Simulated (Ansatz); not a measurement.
LiCl: experiment and calculation

**Measured values to compare with.**

From a printed reference work (data compilation), for a bulk crystal of LiCl at 298.15 K: lattice constant a 5.13988 ± 0.00004 Å.

From a printed reference work (monograph), for a bulk crystal of LiCl: band gap 9.4 eV.

The calculation below tries to reproduce these values; the comparison stands at the end.

Computed with Ansatz 0.2.0, DFT PBE, scalar-relativistic, plane waves, PAW.

Cutoff 420 eV; k points 8×8×8 on the computed 2-atom cell (Γ-centred); Gaussian smearing, width 0.02 eV; no spin polarisation.

Relaxed structure:

```
Li Cl
1.0
     0.00000    2.57461    2.57461
     2.57461    0.00000    2.57461
     2.57461    2.57461    0.00000
Li Cl
1 1
Direct
  0.00000 0.00000 0.00000
  0.50000 0.50000 0.50000
```

| Property | Result |
| --- | --- |
| Space group | Fm-3m (No. 225) |
| Volume per atom | 115.2 bohr³ |
| Formation energy from the elements' standard states (uncorrected) | -1.852 eV/atom |
| Kohn–Sham band gap | 6.26 eV |
| Orbital (Löwdin) character of the top 1 eV of the valence band | Cl 3p 98 % |
| Bader charge by site (e) | Li (1 in the cell) 0.90, Cl (1 in the cell) -0.90 |

Against the measured lattice constant a of LiCl, 5.13988 Å (298.15 K; a printed reference work (data compilation)), the calculated 5.149 Å is off by +0.2 %. The calculation is for 0 K without zero-point motion. Against the measured band gap of LiCl, 9.4 eV (a printed reference work (monograph)), the calculated 6.26 eV is off by -3.14 eV. Kohn–Sham gaps of semilocal functionals fall short of measured ones as a rule.

The cell was reached from a generator's guess, though it ends in a space group that the Crystallography Open Database lists for this formula.
